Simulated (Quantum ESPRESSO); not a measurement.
A calculation with Quantum ESPRESSO 7.5 of I (ASE script, structure typed inline):

run.py

```python
import numpy as np
from ase.calculators.espresso import Espresso, EspressoProfile
from ase import Atoms

atoms = Atoms(['I', 'I', 'I', 'I'],
              cell=[[3.635035, -2.39502, 0.0], [3.635035, 2.39502, 0.0], [0.0, 0.0, 9.79344]],
              scaled_positions=[[0.6493, 0.3507, 0.3844], [0.1493, 0.8507, 0.1156], [0.3507, 0.6493, 0.6156], [0.8507, 0.1493, 0.8844]],
              pbc=True)

input_data = {
    'control': {'calculation': 'scf', 'prefix': 'pwscf', 'outdir': './tmp', 'tprnfor': True, 'tstress': True, 'disk_io': 'nowf'},
    'system': {'ecutwfc': 55.0, 'ecutrho': 440.0, 'nbnd': 21, 'occupations': 'smearing', 'smearing': 'fd', 'degauss': 0.00367493},
    'electrons': {'conv_thr': 8e-10, 'electron_maxstep': 120, 'mixing_beta': 0.5},
}
pseudopotentials = {'I': 'I.pbe-n-kjpaw_psl.0.2.UPF'}
profile = EspressoProfile(command='pw.x', pseudo_dir='pseudo')
dft = Espresso(profile=profile, input_data=input_data, pseudopotentials=pseudopotentials, kpts=(7, 7, 3), koffset=(0, 0, 0))
atoms.calc = dft

print(f'energy {atoms.get_potential_energy():.8f} eV')
print('forces (eV/A)')
print(np.round(atoms.get_forces(), 6))
print('stress (eV/A^3, Voigt)')
print(np.round(atoms.get_stress(), 8))
print(f'Fermi level {dft.get_fermi_level():.4f} eV')
```

Potentials or basis: SSSP 1.3 efficiency PBE.

Run with:

```console
$ OMP_NUM_THREADS=1 python run.py
```

Task: Write the same calculation in another form: native input, structure typed inline.

Result: As run:

Contents of pw.in:

```
&CONTROL
  calculation = 'scf'
  prefix = 'pwscf'
  outdir = './tmp'
  pseudo_dir = './pseudo'
  tprnfor = .true.
  tstress = .true.
  disk_io = 'low'
/
&SYSTEM
  ibrav = 0
  nat = 4
  ntyp = 1
  ecutwfc = 55
  ecutrho = 440
  nbnd = 21
  occupations = 'smearing'
  smearing = 'fd'
  degauss = 0.00367493
/
&ELECTRONS
  conv_thr = 8d-10
  electron_maxstep = 120
  mixing_beta = 0.5
/
ATOMIC_SPECIES
I    126.9045 I.pbe-n-kjpaw_psl.0.2.UPF
CELL_PARAMETERS angstrom
   3.6350350000   -2.3950200000    0.0000000000
   3.6350350000    2.3950200000    0.0000000000
   0.0000000000    0.0000000000    9.7934400000
ATOMIC_POSITIONS crystal
I      0.6493000000    0.3507000000    0.3844000000
I      0.1493000000    0.8507000000    0.1156000000
I      0.3507000000    0.6493000000    0.6156000000
I      0.8507000000    0.1493000000    0.8844000000
K_POINTS automatic
7 7 3 0 0 0
```

File pp_density.in:

```
&INPUTPP
  prefix = 'pwscf'
  outdir = './tmp'
  filplot = 'density.dat'
  plot_num = 0
/
&PLOT
  nfile = 1
  filepp(1) = 'density.dat'
  iflag = 3
  output_format = 6
  fileout = 'density.cube'
/
```

pp_potential.in

```
&INPUTPP
  prefix = 'pwscf'
  outdir = './tmp'
  filplot = 'potential.dat'
  plot_num = 11
/
&PLOT
  nfile = 1
  filepp(1) = 'potential.dat'
  iflag = 3
  output_format = 6
  fileout = 'potential.cube'
/
```

Potentials or basis: SSSP 1.3 efficiency PBE.

Command:

```console
$ OMP_NUM_THREADS=1 pw.x -in pw.in > pw.out
$ OMP_NUM_THREADS=1 pp.x -in pp_density.in > pp_density.out
$ OMP_NUM_THREADS=1 pp.x -in pp_potential.in > pp_potential.out
```

Both were run:

|  | ASE script, structure typed inline | native input, structure typed inline |
| --- | --- | --- |
| Pressure | 1.8 GPa | 1.8 GPa |
| Largest force | 0.968 eV/Å | 0.968 eV/Å |
| Band gap on the k mesh | 1.31 eV, indirect (least direct gap 1.39 eV) | 1.31 eV, indirect (least direct gap 1.39 eV) |

Keys that steer only the numerical path or the files written may differ.

Caveat: spin-orbit coupling is left out, which moves the levels of the heavy elements; an odd mesh through Γ misses points on the zone boundary, where band edges often lie.
